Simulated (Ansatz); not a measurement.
**Ni: which magnetic state does the SCF reach?**

Wanted: the lowest electronic state of Ni in this cell. One SCF may end in a higher state, so several starts are tried. We look at Ni: the deposited crystal structure (space group Fm-3m, primitive cell doubled), with 2 atoms per cell. Source: COD entry 9011597; the sample's temperature and pressure aren't taken into account.

Method: DFT LDA, PAW, plane waves, scalar-relativistic, in Ansatz 0.2.0.

**1. The starting structure**

Symmetry: Fm-3m, No. 225, cubic system. The conventional cell has a = 3.520 Å, b = 3.520 Å, c = 3.520 Å, α = 90.00°, β = 90.00°, γ = 90.00°. Ni (site symmetry m-3m) is surrounded by 12 Ni at 2.49 Å.

Structure file:

```
CELL_PARAMETERS angstrom
-1.76000 -3.52000 -1.76000
-1.76000 0.00000 -1.76000
1.76000 0.00000 -1.76000
ATOMIC_POSITIONS crystal
Ni 0.00000 0.00000 0.00000
Ni 0.50000 0.00000 0.50000
```

Atoms are counted from 1 in the order of input.yaml (Ni2 and so on).

Planned first: parallel moments, plain SCF; opposed moments +-, plain SCF; no spin polarisation; spin on, no moments given (the program may seed its own), plain SCF. Further starts follow from what these give.

A plain SCF has the search for lower states switched off and ends at the first converged state. 

Site moments are integrals over atomic spheres and don't add up to the total.

**2. Parallel moments, plain SCF**

Contents of input.yaml:

```yaml
crystal:
  lattice:
    - [-1.76, -3.52, -1.76]
    - [-1.76, 0.0, -1.76]
    - [1.76, 0.0, -1.76]
  atoms:
    - { symbol: Ni, position: [0.0, 0.0, 0.0], spin: 2.0 }
    - { symbol: Ni, position: [0.5, 0.0, 0.5], spin: 2.0 }
magnetization:
  spin_polarized: true
hamiltonian:
  xc: lda
  pseudopotentials: { kind: paw }
basis:
  ecutwfc: 420
kpoints:
  mp_grid: { grid: [7, 12, 10] }
scf:
  occupations: { method: fermi_dirac, width: 0.1 }
  lower_state_search: "off"
output:
  forces: true
  stress: true
```

What it wrote, cut to the lines that bear on the results:

```text
Warning: crystal.symmetry: narrowed to the stabiliser of the k-point mesh — unitary ops 32 → 8; excluded 24 operations that carry a point of the 7×12×10 mesh (shift [0, 0, 0]) off the mesh (the run samples exactly the mesh kpoints.mp_grid names, as under crystal.symmetry.detect: false, [...]
Pseudopotentials: kind: paw
Pseudopotential: Ni, paw, valence charge 18, recommended cutoff 420 eV (normal), Ni.paw.azcp
Functional definition: SPW92
[...]
Crystal: 2 atoms, lattice volume = 21.807 Å³
Basis set: ecut = 420 eV, 403 PW (Γ)
Bands: 24, of which v1, the nominal top of the filled ones, is band 18 counted from 1 (17 counted from 0)
Symmetry: 8 space group operations
k-points: 258 of 840
[...]
Starting moments: Σ|m| = 4 μB on 2 of 2 sites
[...]
SCF iter   1: F=—  HF=-11546.156342 eV  |F-HF|=—  |Δ(HF+E_count)|=         —  Δρ=1.30e-1 (↑1.30e-1 ↓1.21e-1)  dr2=2.45e-2  dr2_m=3.13e0  M=1.844 μB ∫|m|=2.024 μB  β_m=0.30  ethr=6.77e-5  ⟨swp⟩=1.0  Hψ=60891  notcnv=0
[...]
spin-set hold released at iteration 1 (the charge has settled, or the pull on large starting moments outlasts its swing): the magnetisation degrees of freedom join the quasi-Newton model from the next iteration; the mixer history was flushed
[...]
SCF iter   9: F=-11546.711018 eV  HF=-11546.711018 eV  |F-HF|=5.09e-9  |Δ(HF+E_count)|=   5.70e-8  Δρ=9.04e-6 (↑3.82e-6 ↓9.04e-6)  dr2=6.86e-9  dr2_m=2.95e-9  M=1.222 μB ∫|m|=1.347 μB  ethr=2.78e-10  ⟨swp⟩=3.3  Hψ=45651  notcnv=0
[...]
SCF converged after 9 iterations
Magnetization: 1.2222 μB (18.6111 up, 17.3889 down)
Absolute magnetization: 1.3486 μB (∫|ρ↑−ρ↓|, with the PAW one-centre terms)
Spin contamination: 0.0087 ħ² per cell (⟨S²⟩ above its minimum at these occupations)
Per-site moments (μB) at R_I (Å): [(0.6386720916403096, 1.026719046282867), (0.638672091640309, 1.026719046282867)]
Free energy (F): -11546.711018 eV
[...]
E sigma→0 (E₀):  -11546.654210 eV
Entropy (-TS):   -0.113617 eV (-56.808 meV/atom)
Fermi energy:    17.648832 eV
[...]
--- Forces (eV/Å), atoms counted from 1 ---
  atom   1  Ni    -0.00000000     0.00000000    -0.00000000
  atom   2  Ni    -0.00000000    -0.00000000    -0.00000000
[...]
--- Stress (GPa, compression-positive) ---
      -16.910121       0.002246       0.000190
        0.002245     -16.944918       0.002245
        0.000190       0.002246     -16.910121
  P = ⅓ Tr σ = -16.9217 GPa (-169.217 kbar)
```

Run time: 4.7 s. Hardware: 2 threads of an x86-64 CPU, shared host; peak memory 0.53 GiB.

The state reached is ferromagnetic, site moments Ni1 0.64, Ni2 0.64 μB, total 1.22 μB per cell, no gap on the k-mesh.

**3. Opposed moments +-, plain SCF**

Changes to input.yaml since step 2:

```diff
@@ -7,3 +7,3 @@
     - { symbol: Ni, position: [0.0, 0.0, 0.0], spin: 2.0 }
-    - { symbol: Ni, position: [0.5, 0.0, 0.5], spin: 2.0 }
+    - { symbol: Ni, position: [0.5, 0.0, 0.5], spin: -2.0 }
 magnetization:
```

What it wrote, cut to the lines that bear on the results:

```text
Warning: crystal.symmetry: narrowed to the stabiliser of the k-point mesh — unitary ops 16 → 4; excluded 12 operations that carry a point of the 7×12×10 mesh (shift [0, 0, 0]) off the mesh (the run samples exactly the mesh kpoints.mp_grid names, as under crystal.symmetry.detect: false, [...]
[... 9 lines as in an earlier run ...]
Symmetry: 4 space group operations
[... 6 lines as in an earlier run ...]
Starting moments: Σ|m| = 4 μB on 2 of 2 sites
[... 2 lines as in an earlier run ...]
spin-down is spin-up translated by (0.5, 0, 0.5): one eigenproblem is solved per k-point and the antiferromagnetic symmetry of the starting moments is kept exactly by this SCF (crystal.symmetry.spin_inversion_symmetry: false solves both channels; [...]
SCF iter   1: F=—  HF=-11545.794681 eV  |F-HF|=—  |Δ(HF+E_count)|=         —  Δρ=1.52e-1 (↑1.52e-1 ↓1.52e-1)  dr2=1.12e-2  dr2_m=4.62e0  M=0.000 μB ∫|m|=1.692 μB  β_m=0.30  ethr=3.10e-5  ⟨swp⟩=1.4  Hψ=31083  notcnv=0
[...]
[... 1 line as in an earlier run ...]
[...]
SCF iter  13: F=-11546.660397 eV  HF=-11546.660397 eV  |F-HF|=9.09e-11  |Δ(HF+E_count)|=  5.09e-11  Δρ=7.01e-7 (↑7.01e-7 ↓7.01e-7)  dr2=8.25e-11  dr2_m=1.07e-12  M=0.000 μB ∫|m|=0.000 μB  ethr=1.01e-12  ⟨swp⟩=1.6  Hψ=15836  notcnv=0
WARN: the starting moments were not kept: the SCF closed with an absolute magnetisation of 1.2e-6 μB, where they sum to 4 μB in size (2 sites). That is at most 0.1 of that sum. Measured as dr2_m measures the in/out step, that magnetisation stands 2.0e-12 eV from none, at or under the [...]
SCF converged after 13 iterations
Magnetization: 0.0000 μB (18.0000 up, 18.0000 down)
Absolute magnetization: 0.0000 μB (∫|ρ↑−ρ↓|, with the PAW one-centre terms)
Spin contamination: 0.0000 ħ² per cell (⟨S²⟩ above its minimum at these occupations)
Per-site moments (μB) at R_I (Å): [(5.618514712440482e-7, 1.026719046282867), (-5.618514712440482e-7, 1.026719046282867)]
Free energy (F): -11546.660397 eV
[...]
E sigma→0 (E₀):  -11546.572878 eV
Entropy (-TS):   -0.175037 eV (-87.518 meV/atom)
Fermi energy:    17.518835 eV
[...]
--- Forces (eV/Å), atoms counted from 1 ---
  atom   1  Ni    -0.00000000     0.00000000     0.00000000
  atom   2  Ni     0.00000000     0.00000000    -0.00000000
[...]
--- Stress (GPa, compression-positive) ---
      -17.945783      -0.031426       0.029529
       -0.031427     -17.567735      -0.031427
        0.029529      -0.031426     -17.945783
  P = ⅓ Tr σ = -17.8198 GPa (-178.198 kbar)
```

It took 3.4 s on 2 threads of an x86-64 CPU, shared host; peak memory 0.51 GiB.

End: non-magnetic, no gap on the k-mesh. Against step 2, the lowest until now, it is 25.3 meV/atom higher.

**4. No spin polarisation**

Changes to input.yaml since step 3:

```diff
@@ -6,6 +6,4 @@
   atoms:
-    - { symbol: Ni, position: [0.0, 0.0, 0.0], spin: 2.0 }
-    - { symbol: Ni, position: [0.5, 0.0, 0.5], spin: -2.0 }
-magnetization:
-  spin_polarized: true
+    - { symbol: Ni, position: [0.0, 0.0, 0.0] }
+    - { symbol: Ni, position: [0.5, 0.0, 0.5] }
 hamiltonian:
```

What it wrote, cut to the lines that bear on the results:

```text
[... 9 lines as in an earlier run ...]
Bands: 22, of which v1, the nominal top of the filled ones, is band 18 counted from 1 (17 counted from 0)
[... 6 lines as in an earlier run ...]
[...]
[... 2 lines as in an earlier run ...]
SCF iter   1: F=—  HF=-11546.674313 eV  |F-HF|=—  |Δ(HF+E_count)|=         —  Δρ=2.64e-2  dr2=6.84e-2  ethr=1.77e-3  ⟨swp⟩=4.4  Hψ=20446  notcnv=0
[...]
SCF iter   6: F=-11546.660397 eV  HF=-11546.660397 eV  |F-HF|=1.09e-10  |Δ(HF+E_count)|=   1.14e-7  Δρ=2.76e-6  dr2=6.57e-10  ethr=2.78e-10  ⟨swp⟩=4.1  Hψ=20434  notcnv=0
[...]
SCF converged after 6 iterations
Free energy (F): -11546.660397 eV
[...]
E sigma→0 (E₀):  -11546.572878 eV
Entropy (-TS):   -0.175037 eV (-87.518 meV/atom)
Fermi energy:    17.518836 eV
[... 25 lines left out: energy terms, forces, stress ...]
```

It took 1.6 s on 2 threads of an x86-64 CPU, shared host; peak memory 0.46 GiB.

This is the state of step 3 again (non-magnetic), after 6 iterations.

**5. Spin on, no moments given (the program may seed its own), plain SCF**

Changes to input.yaml since step 4:

```diff
@@ -21 +21,3 @@
   stress: true
+magnetization:
+  spin_polarized: true
```

What it wrote, cut to the lines that bear on the results:

```text
[... 1 line as in an earlier run ...]
band count auto-derived: 24 (N_el = 36.0; filled up to band 18; 22 by the electrons, moments and atoms)
[... 18 lines as in an earlier run ...]
[...]
SCF iter   1: F=—  HF=-11545.280134 eV  |F-HF|=—  |Δ(HF+E_count)|=         —  Δρ=1.92e-1 (↑1.67e-1 ↓1.92e-1)  dr2=1.02e-1  dr2_m=6.41e0  M=2.549 μB ∫|m|=2.549 μB  ethr=5.28e-5  ⟨swp⟩=1.3  Hψ=30886  notcnv=0
[...]
SCF iter  10: F=-11546.711018 eV  HF=-11546.711018 eV  |F-HF|=1.30e-9  |Δ(HF+E_count)|=   8.21e-8  Δρ=5.73e-6 (↑1.67e-6 ↓5.73e-6)  dr2=3.42e-9  dr2_m=1.39e-9  M=1.222 μB ∫|m|=1.347 μB  ethr=2.78e-10  ⟨swp⟩=3.8  Hψ=37683  notcnv=0
[...]
SCF converged after 10 iterations
Magnetization: 1.2222 μB (18.6111 up, 17.3889 down)
Absolute magnetization: 1.3486 μB (∫|ρ↑−ρ↓|, with the PAW one-centre terms)
Spin contamination: 0.0087 ħ² per cell (⟨S²⟩ above its minimum at these occupations)
Per-site moments (μB) at R_I (Å): [(0.6386677315790203, 1.026719046282867), (0.63866773157902, 1.026719046282867)]
Free energy (F): -11546.711018 eV
[...]
E sigma→0 (E₀):  -11546.654209 eV
Entropy (-TS):   -0.113617 eV (-56.809 meV/atom)
Fermi energy:    17.648785 eV
[... 25 lines left out: energy terms, forces, stress ...]
```

Run time: 4.5 s. Hardware: 2 threads of an x86-64 CPU, shared host; peak memory 0.52 GiB.

The run ends in the same state as step 2 (ferromagnetic); it took 10 iterations.

**6. Parallel moments scaled by 0.1, plain SCF**

Changes to input.yaml since step 5:

```diff
@@ -6,4 +6,6 @@
   atoms:
-    - { symbol: Ni, position: [0.0, 0.0, 0.0] }
-    - { symbol: Ni, position: [0.5, 0.0, 0.5] }
+    - { symbol: Ni, position: [0.0, 0.0, 0.0], spin: 0.2 }
+    - { symbol: Ni, position: [0.5, 0.0, 0.5], spin: 0.2 }
+magnetization:
+  spin_polarized: true
 hamiltonian:
@@ -21,3 +23 @@
   stress: true
-magnetization:
-  spin_polarized: true
```

What it wrote, cut to the lines that bear on the results:

```text
[... 9 lines as in an earlier run ...]
Bands: 23, of which v1, the nominal top of the filled ones, is band 18 counted from 1 (17 counted from 0)
[... 7 lines as in an earlier run ...]
Starting moments: Σ|m| = 0.4 μB on 2 of 2 sites
[... 2 lines as in an earlier run ...]
[...]
SCF iter   1: F=—  HF=-11546.664296 eV  |F-HF|=—  |Δ(HF+E_count)|=         —  Δρ=1.82e-2 (↑1.82e-2 ↓1.40e-2)  dr2=1.84e-2  dr2_m=3.36e-2  M=0.490 μB ∫|m|=0.504 μB  β_m=1.00  ethr=5.13e-5  ⟨swp⟩=1.1  Hψ=58684  notcnv=0
[...]
spin-set hold released at iteration 11 (site moments contracting): the magnetisation degrees of freedom join the quasi-Newton model from the next iteration; the mixer history was flushed
[...]
SCF iter  18: F=-11546.711018 eV  HF=-11546.711018 eV  |F-HF|=9.11e-10  |Δ(HF+E_count)|=   6.40e-8  Δρ=5.47e-6 (↑4.28e-6 ↓5.47e-6)  dr2=1.91e-9  dr2_m=3.35e-9  M=1.222 μB ∫|m|=1.347 μB  ethr=5.38e-11  ⟨swp⟩=3.3  Hψ=33299  notcnv=0
[...]
SCF converged after 18 iterations
Magnetization: 1.2222 μB (18.6111 up, 17.3889 down)
Absolute magnetization: 1.3486 μB (∫|ρ↑−ρ↓|, with the PAW one-centre terms)
Spin contamination: 0.0087 ħ² per cell (⟨S²⟩ above its minimum at these occupations)
Per-site moments (μB) at R_I (Å): [(0.6386771086115972, 1.026719046282867), (0.6386771086115971, 1.026719046282867)]
Free energy (F): -11546.711018 eV
[...]
E sigma→0 (E₀):  -11546.654210 eV
Entropy (-TS):   -0.113616 eV (-56.808 meV/atom)
Fermi energy:    17.648836 eV
[... 25 lines left out: energy terms, forces, stress ...]
```

It took 27 s on 2 threads of an x86-64 CPU, shared host; peak memory 0.51 GiB.

The run ends in the same state as step 2 (ferromagnetic); it took 18 iterations.

**7. Moments +- scaled by 0.65, plain SCF**

Changes to input.yaml since step 6:

```diff
@@ -6,4 +6,4 @@
   atoms:
-    - { symbol: Ni, position: [0.0, 0.0, 0.0], spin: 0.2 }
-    - { symbol: Ni, position: [0.5, 0.0, 0.5], spin: 0.2 }
+    - { symbol: Ni, position: [0.0, 0.0, 0.0], spin: 1.3 }
+    - { symbol: Ni, position: [0.5, 0.0, 0.5], spin: -1.3 }
 magnetization:
```

What it wrote, cut to the lines that bear on the results:

```text
[... 17 lines as in an earlier run ...]
Starting moments: Σ|m| = 2.6 μB on 2 of 2 sites
[... 3 lines as in an earlier run ...]
[...]
SCF iter   1: F=—  HF=-11546.332576 eV  |F-HF|=—  |Δ(HF+E_count)|=         —  Δρ=8.56e-2 (↑8.56e-2 ↓8.56e-2)  dr2=1.21e-2  dr2_m=1.45e0  M=0.000 μB ∫|m|=1.193 μB  β_m=0.30  ethr=3.38e-5  ⟨swp⟩=1.4  Hψ=31026  notcnv=0
[...]
spin-set hold released at iteration 10 (site moments contracting): the magnetisation degrees of freedom join the quasi-Newton model from the next iteration; the mixer history was flushed
[...]
SCF iter  20: F=-11546.660397 eV  HF=-11546.660397 eV  |F-HF|=3.27e-11  |Δ(HF+E_count)|=  3.64e-11  Δρ=5.08e-7 (↑5.08e-7 ↓5.08e-7)  dr2=3.78e-11  dr2_m=3.38e-12  M=0.000 μB ∫|m|=0.000 μB  ethr=1.00e-12  ⟨swp⟩=1.3  Hψ=13350  notcnv=0
WARN: the starting moments were not kept: the SCF closed with an absolute magnetisation of 1.9e-6 μB, where they sum to 2.6 μB in size (2 sites). That is at most 0.1 of that sum. Measured as dr2_m measures the in/out step, that magnetisation stands 4.4e-12 eV from none, at or under the [...]
SCF converged after 20 iterations
Magnetization: 0.0000 μB (18.0000 up, 18.0000 down)
Absolute magnetization: 0.0000 μB (∫|ρ↑−ρ↓|, with the PAW one-centre terms)
Spin contamination: 0.0000 ħ² per cell (⟨S²⟩ above its minimum at these occupations)
Per-site moments (μB) at R_I (Å): [(-8.893071523835573e-7, 1.026719046282867), (8.893071523835575e-7, 1.026719046282867)]
Free energy (F): -11546.660397 eV
[...]
E sigma→0 (E₀):  -11546.572878 eV
Entropy (-TS):   -0.175037 eV (-87.518 meV/atom)
Fermi energy:    17.518837 eV
[... 25 lines left out: energy terms, forces, stress ...]
```

Run time: 4.8 s. Hardware: 2 threads of an x86-64 CPU, shared host; peak memory 0.51 GiB.

The run ends in the same state as step 3 (non-magnetic); it took 20 iterations.

**8. A moment on one site alone, plain SCF**

Changes to input.yaml since step 7:

```diff
@@ -6,4 +6,4 @@
   atoms:
-    - { symbol: Ni, position: [0.0, 0.0, 0.0], spin: 1.3 }
-    - { symbol: Ni, position: [0.5, 0.0, 0.5], spin: -1.3 }
+    - { symbol: Ni, position: [0.0, 0.0, 0.0] }
+    - { symbol: Ni, position: [0.5, 0.0, 0.5], spin: 2.0 }
 magnetization:
```

What it wrote, cut to the lines that bear on the results:

```text
[... 17 lines as in an earlier run ...]
Starting moments: Σ|m| = 2 μB on 1 of 2 sites
[... 2 lines as in an earlier run ...]
SCF iter   1: F=—  HF=-11546.468550 eV  |F-HF|=—  |Δ(HF+E_count)|=         —  Δρ=1.16e-1 (↑1.16e-1 ↓3.25e-2)  dr2=1.86e0  dr2_m=9.68e-1  M=1.418 μB ∫|m|=1.506 μB  β_m=0.30  ethr=3.10e-3  ⟨swp⟩=4.7  Hψ=42612  notcnv=0
[...]
spin-set hold released at iteration 5 (the charge has settled, or the pull on large starting moments outlasts its swing): the magnetisation degrees of freedom join the quasi-Newton model from the next iteration; the mixer history was flushed
[...]
SCF iter  22: F=-11546.711018 eV  HF=-11546.711018 eV  |F-HF|=7.64e-10  |Δ(HF+E_count)|=   3.60e-9  Δρ=1.66e-6 (↑4.42e-7 ↓1.66e-6)  dr2=8.05e-10  dr2_m=7.64e-11  M=1.222 μB ∫|m|=1.347 μB  ethr=2.14e-10  ⟨swp⟩=2.0  Hψ=32772  notcnv=0
[...]
SCF converged after 22 iterations
Magnetization: 1.2222 μB (18.6111 up, 17.3889 down)
Absolute magnetization: 1.3486 μB (∫|ρ↑−ρ↓|, with the PAW one-centre terms)
Spin contamination: 0.0087 ħ² per cell (⟨S²⟩ above its minimum at these occupations)
Per-site moments (μB) at R_I (Å): [(0.6386604545414459, 1.026719046282867), (0.6386665834914644, 1.026719046282867)]
Free energy (F): -11546.711018 eV
[...]
E sigma→0 (E₀):  -11546.654209 eV
Entropy (-TS):   -0.113618 eV (-56.809 meV/atom)
Fermi energy:    17.648804 eV
[... 25 lines left out: energy terms, forces, stress ...]
```

Wall time 7.8 s (2 threads of an x86-64 CPU, shared host); peak memory 0.49 GiB.

This is the state of step 2 again (ferromagnetic), after 22 iterations.

**9. All ends together**

| step | iterations | state | moments of Ni1 Ni2 (μB) | total (μB) | gap (eV) | pressure (GPa) | above lowest (meV/atom) |
| --- | --- | --- | --- | --- | --- | --- | --- |
| 2 | 9 | 1 | 0.64 0.64 | 1.22 | none | -16.9 | 0.0 |
| 3 | 13 | 2 | 0.00 0.00 | 0.00 | none | -17.8 | 25.3 |
| 4 | 6 | 2 | 0.00 0.00 | 0.00 | none | -17.8 | 25.3 |
| 5 | 10 | 1 | 0.64 0.64 | 1.22 | none | -16.9 | 0.0 |
| 6 | 18 | 1 | 0.64 0.64 | 1.22 | none | -16.9 | 0.0 |
| 7 | 20 | 2 | 0.00 0.00 | 0.00 | none | -17.8 | 25.3 |
| 8 | 22 | 1 | 0.64 0.64 | 1.22 | none | -16.9 | 0.0 |

States are numbered from the lowest. Starts by step: 2 parallel moments, plain SCF; 3 opposed moments +-, plain SCF; 4 no spin polarisation; 5 spin on, no moments given (the program may seed its own), plain SCF; 6 parallel moments scaled by 0.1, plain SCF; 7 moments +- scaled by 0.65, plain SCF; 8 a moment on one site alone, plain SCF.

The 7 runs of this session took 53 s in all, from 1.6 s to 27 s each.

Decimal logarithm of the largest residual (eV) by iteration, counted through all cycles of a run:

| iteration | step 2 | step 3 | step 4 | step 5 | step 6 | step 7 | step 8 |
| --- | --- | --- | --- | --- | --- | --- | --- |
| 1 | 0.5 | 0.7 | -1.2 | 0.8 | -1.5 | 0.2 | 0.3 |
| 2 | 0.3 | 0.5 | -2.1 | -0.3 | -1.6 | 0.0 | 0.7 |
| 3 | 0.5 | 0.2 | -4.1 | -0.5 | -2.0 | -0.2 | 0.2 |
| 4 | -2.5 | -1.4 | -6.1 | -0.1 | -2.0 | -0.3 | 0.1 |
| 5 | -3.2 | -2.3 | -6.6 | -2.6 | -2.1 | -0.5 | -0.1 |
| 7 | -5.0 | -4.1 | - | -3.6 | -2.2 | -0.7 | 1.2 |
| 9 | -8.2 | -5.4 | - | -6.7 | -2.5 | -1.0 | -0.9 |
| 11 | - | -7.4 | - | - | -2.8 | -1.2 | -2.5 |
| 12 | - | -9.4 | - | - | -2.5 | -1.7 | -2.5 |
| 14 | - | - | - | - | -2.6 | -3.4 | -2.6 |
| 16 | - | - | - | - | -5.4 | -5.0 | -5.1 |
| 18 | - | - | - | - | -8.5 | -8.4 | -5.0 |
| 20 | - | - | - | - | - | -10.4 | -5.8 |
| 22 | - | - | - | - | - | - | -9.1 |

**10. Results**

```
                      quantity                               value
               distinct states             2 from 7 converged runs
lowest state from plain starts                       ferromagnetic
                   its moments               Ni1 0.64, Ni2 0.64 μB
                  total moment                    1.22 μB per cell
             gap on the k-mesh                                none
                      pressure                           -16.9 GPa
                 largest force                          0.000 eV/Å
                    next state  non-magnetic, 25.3 meV/atom higher
```

**Reading.** 7 runs converged, to 2 different states. Switching spin polarisation off costs 25.3 meV/atom in free energy, smearing entropy included. A lower state than any found can't be excluded. The mesh has less symmetry than the lattice, which lowers the symmetry of the run.
